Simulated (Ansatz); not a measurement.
Runs of Ansatz 0.2.0 on Si. The structure is hexagonal, space group P6/mmm (No. 191). The conventional cell has a = 4.121 Å, b = 4.121 Å, c = 2.655 Å, α = 90.00°, β = 90.00°, γ = 120.00°. Si (site symmetry -6m2) is surrounded by 5 Si at 2.38 to 2.65 Å. The cell was built by a generator and needn't be a form met in nature.

```csv
task,level,cell,cutoff (eV),smearing,points for each segment of the path,gap on the mesh (eV),pressure (GPa),relaxed volume (Å³/atom)
band structure,r2SCAN,as given,500,fermi-dirac 0.05 eV,14,none,(a),-
relaxation of cell and atoms,revPBE,relaxed,420,fermi-dirac 0.05 eV,-,none,0.0,19.77
relaxation of cell and atoms,PBEsol,relaxed,420,fermi-dirac 0.05 eV,-,none,0.0,19.09
single point,PBE,as given,420,gaussian 0.018 eV,-,none,0.0,-
relaxation of cell and atoms,RPBE,relaxed,420,fermi-dirac 0.05 eV,-,none,0.0,(b)
relaxation of cell and atoms,LDA,relaxed,420,fermi-dirac 0.05 eV,-,none,0.0,18.79
single point,PBE,as given,420,gaussian 0.026 eV,-,none,0.0,-
single point,PBE,as given,420,gaussian 0.019 eV,-,none,0.0,-
```

Alike in all rows: potentials or basis Ansatz PAW; no spin polarisation; k mesh 8 × 8 × 10.

Task: Fill in the values left out.

Result: (a) -1.1; (b) 19.85.

Caveats: the PAW data sets come from PBE, with cores solved anew for the run's functional, which leaves a small shift of forces and pressure (some runs); the plane-wave basis is chosen anew once the cell has moved, so the energies of steps on either side of that aren't comparable (some runs).

A gap of «none» marks a metal or a gap under the smearing width.
